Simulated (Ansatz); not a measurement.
# Ge under changes of volume

One of the cells (18.524 Å³/atom); the others are scaled copies at fixed shape and fractional positions:

```xyz
2
Lattice="-2.5745 2.5745 1.3974 2.5745 -2.5745 1.3974 2.5745 2.5745 -1.3974" Properties=species:S:1:pos:R:3 pbc="T T T"
Ge    0.0000    0.0000    1.3974
Ge    2.5745    0.0000    0.6987
```

This isn't the form of Ge at room conditions, which is diamond.

```yaml
Program: Ansatz 0.2.0
Functional: HSE06
Potentials_or_basis: Ansatz PAW
Cutoff: "420 eV (not typed: the program's choice for these potentials)"
k_mesh: 6 × 6 × 6
Occupations: fermi-dirac, width 0.05 eV
Spin: no spin polarisation
```

```tsv
volume (Å³/atom)	energy over the lowest point (meV/atom)	pressure (GPa)
17.413	19.00	5.7
17.783	8.21	3.6
18.154	2.03	1.7
18.524	0.00	0.0
18.895	1.70	-1.5
19.265	?	?
19.636	14.86	-4.1
```

**Question.** What does the run at 19.265 Å³/atom give?

**Answer.** Energy over the lowest point 6.77 meV/atom; pressure -2.9 GPa.

Worked out: A Birch-Murnaghan fit of order 3 (a polynomial in V^(-2/3)) to the other rows has its minimum at 18.53 Å³/atom with B0 = V·E''(V) = 80 GPa and B' = 4.3 at fixed shape and positions, which overstates the stiffness. It gives 6.76 meV/atom at 19.265 Å³/atom, against the run's 6.77, and -dE/dV = -2.9 GPa, against -2.9.

Energies are extrapolated to zero smearing.

Caveats: all runs use coarse meshes; the PAW data sets come from PBE, with cores solved anew for the run's functional, which leaves a small shift of forces and pressure; the thresholds are loose for stress.
